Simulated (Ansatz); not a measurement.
**Gd under changes of volume**

One of the cells (33.215 Å³/atom); the others are scaled copies at fixed shape and fractional positions:

```xyz
1
Lattice="-2.0250 2.0250 2.0250 2.0250 -2.0250 2.0250 2.0250 2.0250 -2.0250" Properties=species:S:1:pos:R:3 pbc="T T T"
Gd    0.0000    0.0000    0.0000
```

This isn't the form of Gd at room conditions, which is hcp.

| Property | Result |
| --- | --- |
| Program | Ansatz 0.2.0 |
| Functional | LDA |
| Potentials or basis | Ansatz PAW |
| Cutoff | 420 eV (not typed: the program's choice for these potentials) |
| k mesh | 9 × 9 × 9 |
| Occupations | fermi-dirac, width 0.05 eV |
| Spin | collinear spin, ferromagnetic start |
| Starting moments | [7.0] μB |

```tsv
volume (Å³/atom)	energy over the lowest point (meV/atom)	pressure (GPa)	moment (μB per cell)
31.222	0.00	-2.4	7.53
31.886	11.73	-3.1	7.53
32.551	26.14	-3.7	7.53
33.215	42.96	-4.2	7.54
33.879	61.88	-4.6	7.54
34.544	?	?	?
35.208	105.21	-5.4	7.55
```

Task: What does the run at 34.544 Å³/atom give?

Result: Energy over the lowest point 82.70 meV/atom; pressure -5.1 GPa; moment 7.54 μB per cell.

Worked out: A Birch-Murnaghan fit of order 3 (a polynomial in V^(-2/3)) to the other rows has no minimum within the range. It gives 82.72 meV/atom at 34.544 Å³/atom, against the run's 82.70, and -dE/dV = -5.2 GPa, against -5.1. A straight line through the other rows of the moment, of slope 0.00538 μB per Å³/atom, gives 7.55 μB, against the run's 7.54.

Energies are extrapolated to zero smearing.

Caveats: the PAW data sets come from PBE, with cores solved anew for the run's functional, which leaves a small shift of forces and pressure.
